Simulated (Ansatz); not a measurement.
## Cs2SnI6: ¹¹⁹Sn Mössbauer parameters

Cell: a structure deposited in the COD, ions relaxed with PBE at fixed cell.

Space group Fm-3m (No. 225); a = 11.6300 Å.

| site | Wyckoff | site symmetry | x | y | z |
| --- | --- | --- | --- | --- | --- |
| Cs | 8c | -43m | 0.2500 | 0.2500 | 0.2500 |
| Sn | 4a | m-3m | 0.0000 | 0.0000 | 0.0000 |
| I | 24e | 4m.m | 0.2488 | 0.5000 | 0.5000 |

One atom of each set is listed; the run and its k-mesh use a cell of 9 atoms with edges of 8.22, 8.22, 8.22 Å.

All values are calculated (Ansatz; DFT, r2SCAN, plane waves and PAW, scalar-relativistic, 500 eV cutoff, Γ-centred 5×5×5 k-points, Fermi–Dirac smearing 0.02 eV), not measured.

Isomer shifts (against SnO₂) follow from the electron density at the nucleus, δ = α(ρ − ρ₀), with α = 0.093 mm s⁻¹ a₀³ and ρ₀ = 183072.84 a₀⁻³ from a line fitted to 8 measured compounds at this level of theory (rms miss 0.14 mm/s). ΔE_Q = ½eQV_zz(1 + η²/3)^½ with Q = -0.132 b for the 23.9 keV state.

Question: Where do the absorption lines lie?

Answer: Sn (1 atom a cell): δ = 1.47, |ΔE_Q| = 0.00 mm/s, a single line at 1.47 mm/s.
